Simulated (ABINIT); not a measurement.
# AlN (P6_3mc) in ABINIT: settings compared

One crystal, AlN, is run at these levels: LDA, PBE; tasks: relaxation of cell and atoms, single point.

Everything below comes from runs of ABINIT 10.8.3 (patched build). Logs are shortened: lines on timing, memory, paths and dates and some standing lists are left out, and cuts for length are marked. The log counts tension as positive stress, the text compression.

**Experimental background.**

From “Structural and optical properties of self-assembled AlN nanowires grown on SiO2/Si substrates by molecular beam epitaxy”, 2024, arxiv:2402.00216, for a bulk crystal of AlN at 0 K: band gap 6.0343 eV (an exciton energy, a little under the gap).

The results are compared with them further down.

**1. Starting point**

The structure is hexagonal, space group P6_3mc (No. 186). The conventional cell has a = 3.113 Å, b = 3.113 Å, c = 4.981 Å, α = 90.00°, β = 90.00°, γ = 120.00°. Al (site symmetry 3m) has 4 N at 1.89 Å as nearest neighbours. N (site symmetry 3m) has 4 Al at 1.89 Å as nearest neighbours.

**2. Relaxation of cell and atoms, LDA**

run.abi reads:

```
# Pseudopotentials
pp_dirpath "./"
pseudos "Al.upf, N.upf"

# Structure
acell 5.882717426 5.882717426 9.4127258268
rprim
     1.0000000000     0.0000000000     0.0000000000
    -0.5000000000     0.8660254038     0.0000000000
     0.0000000000     0.0000000000     1.0000000000
ntypat 2
znucl 13 7
natom 4
typat 1 1 2 2
chkprim 0
chksymtnons 0
tolsym 1.0e-6
xred
            2/3            1/3            1/2
            1/3            2/3            0.0
            2/3            1/3   0.8800000000
            1/3            2/3   0.3800000000

# Plane-wave basis
ecut 979.609905 eV
ecutsm 0.5

# k points
kptopt 1
ngkpt 8 8 4
nshiftk 1
shiftk 0.0 0.0 0.0

# Exchange and correlation
ixc 7

# Bands and occupations
nband 12
occopt 3
tsmear 0.05 eV

# SCF cycle
nstep 80
tolvrs 1.0e-12

# Output
iomode 3
prteig 0
prtebands 0
prtwf 0
prtden 0

# Relaxation
ionmov 22
optcell 2
ntime 50
tolmxf 2.0e-5
dilatmx 1.08
```

Potentials or basis: PseudoDojo NC SR LDA v0.4.1 standard.

Started as:

```
$ abinit run.abi > log 2>&1
```

run.abo:

```text
.Version 10.8.3 of ABINIT
 Symmetries : space group P6_3 m c (#186); Bravais hP (primitive hexag.)
================================================================================
 Values of the parameters that define the memory need of the present run
     intxc =       0    ionmov =      22      iscf =       7    lmnmax =       6
     lnmax =       6     mgfft =      60  mpssoang =       3    mqgrid =    3001
     natom =       4  nloc_mem =       1    nspden =       1   nspinor =       1
    nsppol =       1      nsym =      12    n1xccc =    2501    ntypat =       2
    occopt =       3   xclevel =       1
       mpw =        3686          nfft =       77760          nkpt =          30
================================================================================
================================================================================

--------------------------------------------------------------------------------
------------- Echo of variables that govern the present computation ------------
--------------------------------------------------------------------------------
 -outvars: echo values of preprocessed input variables --------
            acell      5.8827174260E+00  5.8827174260E+00  9.4127258268E+00 Bohr
              amu      2.69815390E+01  1.40067400E+01
          chkprim           0
      chksymtnons           0
          dilatmx      1.08000000E+00
             ecut      3.60000000E+01 Hartree
           ecutsm      5.00000000E-01 Hartree
           ionmov          22
              ixc           7
         kptrlatt        8    0    0      0    8    0      0    0    4
          kptrlen      3.76509033E+01
            natom           4
            nband          12
            ngfft          36      36      60
             nkpt          30
            nstep          80
             nsym          12
            ntime          50
           ntypat           2
           occopt           3
          optcell           2
           prtden           0
        prtebands           0
           prteig           0
            prtwf           0
            rprim      1.0000000000E+00  0.0000000000E+00  0.0000000000E+00
                      -5.0000000000E-01  8.6602540380E-01  0.0000000000E+00
                       0.0000000000E+00  0.0000000000E+00  1.0000000000E+00
          spgroup         186
           tolmxf      2.00000000E-05
           tolsym      1.00000000E-06
           tolvrs      1.00000000E-12
           tsmear      1.83746611E-03 Hartree
            typat      1  1  2  2
           xangst      1.5564999990E+00  8.9864569341E-01  2.4904999983E+00
                       3.6870179344E-17  1.7972913868E+00  0.0000000000E+00
                       1.5564999990E+00  8.9864569341E-01  4.3832799970E+00
                       3.6870179344E-17  1.7972913868E+00  1.8927799987E+00
            xcart      2.9413587130E+00  1.6981942448E+00  4.7063629134E+00
                       6.9674541174E-17  3.3963884895E+00  0.0000000000E+00
                       2.9413587130E+00  1.6981942448E+00  8.2831987276E+00
                       6.9674541174E-17  3.3963884895E+00  3.5768358142E+00
             xred      6.6666666667E-01  3.3333333333E-01  5.0000000000E-01
                       3.3333333333E-01  6.6666666667E-01  0.0000000000E+00
                       6.6666666667E-01  3.3333333333E-01  8.8000000000E-01
                       3.3333333333E-01  6.6666666667E-01  3.8000000000E-01
            znucl       13.00000    7.00000

================================================================================

 chkinp: Checking input parameters for consistency.

================================================================================
== DATASET  1 ==================================================================

--- !DatasetInfo
iteration_state: {dtset: 1, }
dimensions: {natom: 4, nkpt: 30, mband: 12, nsppol: 1, nspinor: 1, nspden: 1, mpw: 3686, }
cutoff_energies: {ecut:  36.0, pawecutdg:  -1.0, }
electrons: {nelect:   1.60000000E+01, charge:   0.00000000E+00, occopt:   3.00000000E+00, tsmear:   1.83746611E-03, }
meta: {optdriver: 0, ionmov: 22, optcell: 2, iscf: 7, paral_kgb: 0, }
...

 Exchange-correlation functional for the present dataset will be:
  LDA: Perdew-Wang 92 LSD fit to Ceperley-Alder data - ixc=7
  J.P.Perdew and Y.Wang, PRB 45, 13244 (1992)

 Real(R)+Recip(G) space primitive vectors, cartesian coordinates (Bohr,Bohr^-1):
 R(1)=  5.8827174  0.0000000  0.0000000  G(1)=  0.1699895  0.0981435  0.0000000
 R(2)= -2.9413587  5.0945827  0.0000000  G(2)=  0.0000000  0.1962869  0.0000000
 R(3)=  0.0000000  0.0000000  9.4127258  G(3)=  0.0000000  0.0000000  0.1062392
 Unit cell volume ucvol=  2.8209930E+02 bohr^3
 Angles (23,13,12)=  9.00000000E+01  9.00000000E+01  1.20000000E+02 degrees

 getcut: wavevector=  0.0000  0.0000  0.0000  ngfft=  36  36  60
         ecut(hartree)=     41.990   => boxcut(ratio)=   2.09790

--- Pseudopotential description ------------------------------------------------
- pspini: atom type   1  psp file is ./Al.upf
  13.00000   3.00000  180309                  znucl, zion, pspdat
12 -1012 2 -1 1854                            pspcod,pspxc,lmax,lloc,mmax
     nproj     2     2     2

- pspini: atom type   2  psp file is ./N.upf
   7.00000   5.00000  180309                  znucl, zion, pspdat
12 -1012 1 -1 1058                            pspcod,pspxc,lmax,lloc,mmax
     nproj     2     2     0

   1.88229268E+02                                ecore*ucvol(ha*bohr**3)
--------------------------------------------------------------------------------

================================================================================

=== [ionmov=22] Limited-memory Broyden-Fletcher-Goldfarb-Shanno method
================================================================================

--- Iteration: ( 1/50) Internal Cycle: (1/1)
--------------------------------------------------------------------------------

---SELF-CONSISTENT-FIELD CONVERGENCE--------------------------------------------

--- !BeginCycle
iteration_state: {dtset: 1, itime: 1, icycle: 1, }
solver: {iscf: 7, nstep: 80, nline: 4, wfoptalg: 0, }
tolerances: {tolvrs: 1.00E-12, }
...

     iter   Etot(hartree)      deltaE(h)  residm     vres2
 ETOT  1  -25.358180237447    -2.536E+01 6.385E-02 1.306E+03
 ETOT  2  -25.415299683046    -5.712E-02 6.344E-02 1.062E+03
 ETOT  3  -25.685219286903    -2.699E-01 1.738E-02 2.605E+00
 ETOT  4  -25.686136315117    -9.170E-04 1.158E-02 8.617E-02
 ETOT  5  -25.686151135117    -1.482E-05 1.622E-03 1.431E-03
 ETOT  6  -25.686151312999    -1.779E-07 3.197E-03 1.875E-04
 ETOT  7  -25.686151370343    -5.734E-08 1.413E-03 1.170E-06
 ETOT  8  -25.686151370598    -2.557E-10 1.699E-03 4.878E-08
 ETOT  9  -25.686151370611    -1.225E-11 1.319E-03 3.588E-09
 ETOT 10  -25.686151370612    -1.300E-12 3.073E-03 6.072E-12
 ETOT 11  -25.686151370612    -1.776E-13 9.075E-04 2.763E-14
[... 730 lines left out ...]
  0.00000000000000E+00 -0.00000000000000E+00  3.36497942910299E-05
 -4.30823235704702E-27  1.39336004151466E-43 -3.36497942910299E-05
  4.30823235704702E-27 -1.39336004151466E-43 -3.36497942910299E-05
 Scale of Primitive Cell (acell) [bohr]
  5.82439134677260E+00  5.82439134685109E+00  9.32410482869106E+00
 Real space primitive translations (rprimd) [bohr]
  5.82439134677260E+00  0.00000000000000E+00  0.00000000000000E+00
 -2.91219567338630E+00  5.04407086797797E+00  0.00000000000000E+00
  0.00000000000000E+00  0.00000000000000E+00  9.32410482869106E+00
 Unitary Cell Volume (ucvol) [Bohr^3]=  2.73929544408259E+02
 Angles (23,13,12)= [degrees]
  9.00000000000000E+01  9.00000000000000E+01  1.19999999999554E+02
 Lengths [Bohr]
  5.82439134677260E+00  5.82439134685109E+00  9.32410482869106E+00
 Stress tensor in cartesian coordinates (strten) [Ha/bohr^3]
  9.56621301799812E-08  0.00000000000000E+00  0.00000000000000E+00
  0.00000000000000E+00  9.56620400281369E-08  0.00000000000000E+00
  0.00000000000000E+00  0.00000000000000E+00  7.42465372325501E-08
 Total energy (etotal) [Ha]= -2.56870249268507E+01

 Difference of energy with previous step (new-old):
           Absolute (Ha)=-1.05559E-06
           Relative     =-4.10942E-08

 At Broyd/MD step   7, gradients are converged :
  max grad (force/stress) = 9.5662E-06 < tolmxf= 2.0000E-05 ha/bohr (free atoms)

================================================================================

 ----iterations are completed or convergence reached----

 Mean square residual over all n,k,spin=   35.316E-14; max=  51.632E-12
 reduced coordinates (array xred) for    4 atoms
       0.666666666667      0.333333333333      0.499035507819
       0.333333333333      0.666666666667     -0.000964492181
       0.666666666667      0.333333333333      0.880964492181
       0.333333333333      0.666666666667      0.380964492181
 rms dE/dt=  1.9428E-05; max dE/dt=  3.3639E-05; dE/dt below (all hartree)
    1       0.000000000000      0.000000000000      0.000033639169
    2       0.000000000000      0.000000000000      0.000033639169
    3      -0.000000000000      0.000000000000     -0.000033660420
    4       0.000000000000      0.000000000000     -0.000033660420

 cartesian coordinates (angstrom) at end:
    1      1.54106758300087     0.88973578390094     2.46229298751291
    2     -0.00000000000000     1.77947156780189    -0.00475890452038
    3      1.54106758300087     0.88973578390094     4.34677023449897
    4     -0.00000000000000     1.77947156780189     1.87971834246568

 cartesian forces (hartree/bohr) at end:
    1     -0.00000000000000    -0.00000000000000    -0.00000360890347
    2     -0.00000000000000    -0.00000000000000    -0.00000360890347
    3      0.00000000000000     0.00000000000000     0.00000360890347
    4     -0.00000000000000    -0.00000000000000     0.00000360890347
 frms,max,avg= 2.0836014E-06 3.6089035E-06   0.000E+00  0.000E+00  1.140E-09 h/b

 cartesian forces (eV/Angstrom) at end:
    1     -0.00000000000000    -0.00000000000000    -0.00018557727799
    2     -0.00000000000000    -0.00000000000000    -0.00018557727799
    3      0.00000000000000     0.00000000000000     0.00018557727799
    4     -0.00000000000000    -0.00000000000000     0.00018557727799
 frms,max,avg= 1.0714309E-04 1.8557728E-04   0.000E+00  0.000E+00  5.860E-08 e/A
 length scales=  5.824391346773  5.824391346851  9.324104828691 bohr
              =  3.082135166002  3.082135166043  4.934103784067 angstroms
 Fermi (or HOMO) energy (hartree) =   0.28040   Average Vxc (hartree)=  -0.40753
 Eigenvalues (hartree) for nkpt=  30  k points:
 kpt#   1, nband= 12, wtk=  0.00391, kpt=  0.0000  0.0000  0.0000 (reduced coord)
  -0.33926   -0.25424   -0.00782    0.18649    0.18649    0.21089    0.21089    0.21923
   0.38427    0.46919    0.61247    0.63014
      occupation numbers for kpt#   1
   2.00000    2.00000    2.00000    2.00000    2.00000    2.00000    2.00000    2.00000
   0.00000    0.00000    0.00000    0.00000
 prteigrs : prtvol=0 or 1, do not print more k-points.

--- !EnergyTerms
iteration_state     : {dtset: 1, itime: 7, icycle: 1, }
comment             : Components of total free energy in Hartree
kinetic             :  1.65169730067824E+01
hartree             :  5.56039926330911E+00
xc                  : -8.53178249421429E+00
Ewald energy        : -2.19575502432310E+01
psp_core            :  6.87144823290135E-01
local_psp           : -1.65255133456966E+01
non_local_psp       : -1.43669593709045E+00
internal            : -2.56870249268507E+01
'-kT*entropy'       :  1.25327081198538E-15
total_energy        : -2.56870249268507E+01
total_energy_eV     : -6.98979556794677E+02
band_energy         :  4.07105682863268E-01
...

 rms coord change=  5.5685E-04   atom, delta coord (reduced):
     1        0.000000000000      0.000000000000     -0.000964492181
     2        0.000000000000      0.000000000000     -0.000964492181
     3        0.000000000000      0.000000000000      0.000964492181
     4        0.000000000000      0.000000000000      0.000964492181

 Cartesian components of stress tensor (hartree/bohr^3)
  sigma(1 1)=  9.56621302E-08  sigma(3 2)=  0.00000000E+00
  sigma(2 2)=  9.56620400E-08  sigma(3 1)=  0.00000000E+00
  sigma(3 3)=  7.42465372E-08  sigma(2 1)=  0.00000000E+00

-Cartesian components of stress tensor (GPa)         [Pressure= -2.6045E-03 GPa]
- sigma(1 1)=  2.81447704E-03  sigma(3 2)=  0.00000000E+00
- sigma(2 2)=  2.81447439E-03  sigma(3 1)=  0.00000000E+00
- sigma(3 3)=  2.18440854E-03  sigma(2 1)=  0.00000000E+00

== END DATASET(S) ==============================================================
================================================================================

 -outvars: echo values of variables after computation  --------
            acell      5.8243913468E+00  5.8243913469E+00  9.3241048287E+00 Bohr
           etotal     -2.5687024927E+01
            fcart     -0.0000000000E+00 -0.0000000000E+00 -3.6089034722E-06
                      -0.0000000000E+00 -0.0000000000E+00 -3.6089034722E-06
                       7.3968799494E-28  4.2705906299E-28  3.6089034722E-06
                      -7.3968799494E-28 -4.2705906299E-28  3.6089034722E-06
            rprim      1.0000000000E+00  0.0000000000E+00  0.0000000000E+00
                      -4.9999999999E-01  8.6602540379E-01  0.0000000000E+00
                       0.0000000000E+00  0.0000000000E+00  1.0000000000E+00
           strten      9.5662130180E-08  9.5662040028E-08  7.4246537233E-08
                       0.0000000000E+00  0.0000000000E+00  0.0000000000E+00
           xangst      1.5410675830E+00  8.8973578390E-01  2.4622929875E+00
                      -3.4390304405E-18  1.7794715678E+00 -4.7589045204E-03
                       1.5410675830E+00  8.8973578390E-01  4.3467702345E+00
                      -3.4390304405E-18  1.7794715678E+00  1.8797183425E+00
             xred      6.6666666667E-01  3.3333333333E-01  4.9903550782E-01
                       3.3333333333E-01  6.6666666667E-01 -9.6449218108E-04
                       6.6666666667E-01  3.3333333333E-01  8.8096449218E-01
                       3.3333333333E-01  6.6666666667E-01  3.8096449218E-01
 Calculation completed.
```

Wall time 3.8 min (1 thread of Arm Neoverse V1, shared host); peak memory 0.09 GiB.

What came out:

- Free energy: -698.9796 eV
- Relaxed volume: 10.15 Å³/atom
- Relaxed cell: a = 3.082 Å, b = 3.082 Å, c = 4.934 Å, α = 90.00°, β = 90.00°, γ = 120.00°
- Space group after relaxing (to 0.05 Å): P6_3mc (No. 186)
- Energy gained by relaxing: 5.9 meV/atom
- Ionic steps: 7
- Pressure after relaxing: 0.0 GPa
- Band gap on the k mesh: 4.49 eV, direct

The path:
| step | energy change (eV) | largest force (eV/Å) | pressure (GPa) | volume (Å³) |
| --- | --- | --- | --- | --- |
| 1 | 0.0000 | 0.1142 | -5.82 | 41.80 |
| 2 | -0.0198 | 0.0739 | -2.36 | 41.06 |
| 3 | -0.0223 | 0.1315 | -0.13 | 40.62 |
| 4 | -0.0236 | 0.0268 | 0.29 | 40.54 |
| 5 | -0.0237 | 0.0011 | -0.01 | 40.60 |
| 6 | -0.0237 | 0.0003 | -0.02 | 40.60 |
| 7 | -0.0238 | 0.0002 | 0.00 | 40.59 |

Final structure:
```cif
data_structure
_symmetry_space_group_name_H-M 'P 1'
_symmetry_Int_Tables_number 1
_cell_length_a 3.0821
_cell_length_b 3.0821
_cell_length_c 4.9341
_cell_angle_alpha 90.000
_cell_angle_beta 90.000
_cell_angle_gamma 120.000
_cell_volume 40.59
loop_
_atom_site_label
_atom_site_type_symbol
_atom_site_fract_x
_atom_site_fract_y
_atom_site_fract_z
_atom_site_occupancy
Al1 Al 0.66667 0.33333 0.49904 1
Al2 Al 0.33333 0.66667 0.99904 1
N1 N 0.66667 0.33333 0.88096 1
N2 N 0.33333 0.66667 0.38096 1
```

A k mesh can miss the band edges. LDA usually gives volumes a few per cent too small.

**3. Single point, LDA (cell relaxed)**

run.abi reads:

```
# Pseudopotentials
pp_dirpath "./"
pseudos "Al.upf, N.upf"

# Structure
acell 3.08213517 3.0821351631 4.93410379 Angstrom
rprim
     1.0000000000     0.0000000000     0.0000000000
    -0.4999999995     0.8660254041     0.0000000000
     0.0000000000     0.0000000000     1.0000000000
ntypat 2
znucl 13 7
natom 4
typat 1 1 2 2
xred
     0.6666666700     0.3333333300     0.4990355100
     0.3333333300     0.6666666700    -0.0009644900
     0.6666666700     0.3333333300     0.8809644900
     0.3333333300     0.6666666700     0.3809644900
chkprim 0
chksymtnons 0
tolsym 1.0e-6

# Plane-wave basis
ecut 36.0

# k points
kptopt 1
ngkpt 8 8 4
nshiftk 1
shiftk 0.0 0.0 0.0

# Exchange and correlation
ixc 7

# Bands and occupations
nband 12
occopt 3
tsmear 0.05 eV

# SCF cycle
nstep 100
tolvrs 1.0e-10

# Output
iomode 3
prtwf 0
prtden 0
prteig 0
prtebands 0
```

Potentials or basis: PseudoDojo NC SR LDA v0.4.1 standard.

Started as:

```
$ abinit run.abi > log 2>&1
```

It took 28 s on 1 thread of Arm Neoverse V1, shared host; peak memory 0.07 GiB.

Results (log left out):

```yaml
Free_energy: -698.9808 eV
Pressure: -0.5 GPa
Band_gap_on_the_k_mesh: 4.49 eV, direct
Valence_electrons_inside_the_program's_atomic_spheres: Al 1.15; N 5.39
```

Levels at points of the mesh, in eV from the valence-band top:
| k point | band 6 | band 7 | band 8 | band 9 | band 10 | band 11 |
| --- | --- | --- | --- | --- | --- | --- |
| (0.00, 0.00, 0.00) | -0.23 | -0.23 | 0.00 | 4.49 | 6.80 | 10.70 |
| (0.50, 0.00, 0.00) | -2.16 | -1.85 | -0.71 | 5.77 | 5.78 | 8.34 |
| (0.00, 0.00, 0.50) | -0.57 | -0.57 | -0.57 | 6.67 | 6.67 | 10.38 |
| (0.50, 0.00, 0.50) | -1.52 | -1.40 | -1.40 | 5.31 | 5.31 | 9.28 |

[end of part 1 of 2]
